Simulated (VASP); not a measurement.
**A VASP 6.6.1 single-point calculation on GaAs**

INCAR

```
NELM = 95
GGA = PE
NSW = 0
IBRION = -1
ENCUT = 520
NBANDS = 16
ISMEAR = 1
LWAVE = .FALSE.
SIGMA = 0.005
LREAL = .FALSE.
EDIFF = 1E-7
LCHARG = .FALSE.
LASPH = .TRUE.
ISIF = 2
PREC = Accurate
```

KPOINTS

```
KPOINTS created by Atomic Simulation Environment
0
Gamma
8 8 8
0 0 0
```

POSCAR

```
Ga As
 1.0000000000000000
     0.0000000000000000    2.7480925425999998    2.9045266156000000
     2.7480925425999998    0.0000000000000000    2.9045266156000000
     2.7480925425999998    2.7480925425999998    0.0000000000000000
 Ga  As
   1   1
Cartesian
  0.0000000000000000  0.0000000000000000  0.0000000000000000
  1.3740462712999997  1.3740462712999997  1.4522633077999998
```

The recommended PBE PAW datasets give the neutral cell 18 valence electrons.

Command

```
mpirun -np 1 vasp_std
```

Problem. How does this run end, and what does it give?

Solution. It converged. Results: gap between bands v and c on the k mesh 0.60 eV; least direct gap on the k mesh 0.60 eV; pressure 5.8 GPa. Band v is the last that the valence electrons fill when counted band by band, and c is the next.

OSZICAR

```
N       E                     dE             d eps       ncg     rms          rms(c)
DAV:   1     0.846093443027E+02    0.84609E+02   -0.90056E+03  1944   0.157E+03
DAV:   2    -0.177323305861E+01   -0.86383E+02   -0.82349E+02  2176   0.313E+02
DAV:   3    -0.826032602783E+01   -0.64871E+01   -0.64668E+01  2344   0.664E+01
DAV:   4    -0.835793051704E+01   -0.97604E-01   -0.97585E-01  2344   0.907E+00
DAV:   5    -0.835930037413E+01   -0.13699E-02   -0.13687E-02  2464   0.964E-01    0.299E+00
DAV:   6    -0.821199376371E+01    0.14731E+00   -0.21421E-01  2848   0.820E+00    0.182E+00
DAV:   7    -0.819016273371E+01    0.21831E-01   -0.68325E-02  2448   0.193E+00    0.566E-01
DAV:   8    -0.819091904495E+01   -0.75631E-03   -0.10556E-02  2288   0.116E+00    0.121E-01
DAV:   9    -0.819130792190E+01   -0.38888E-03   -0.94595E-04  2336   0.349E-01    0.486E-02
DAV:  10    -0.819137112180E+01   -0.63200E-04   -0.73605E-05  2632   0.962E-02    0.264E-02
DAV:  11    -0.819141831195E+01   -0.47190E-04   -0.65421E-05  2152   0.623E-02    0.277E-03
DAV:  12    -0.819141855782E+01   -0.24587E-06   -0.11962E-06  2440   0.160E-02    0.150E-03
DAV:  13    -0.819141879316E+01   -0.23534E-06   -0.49635E-07  2328   0.483E-03    0.699E-04
DAV:  14    -0.819141877910E+01    0.14059E-07   -0.73885E-09  1784   0.876E-04
   1 F= -.81914188E+01 E0= -.81914188E+01  d E =0.312291-174
```

Standard output (part)

```
POSCAR found type information on POSCAR GaAs
 POSCAR found :  2 types and       2 ions
 LDA part: xc-table for (Slater+PW92), standard interpolation
 POSCAR, INCAR and KPOINTS ok, starting setup
 WAVECAR not read
 entering main loop
```

For comparison, a separate PBE run of the intended cell, on usual settings and not on those above, gives a gap of 0.60 eV on its mesh and a pressure of 5.8 GPa.
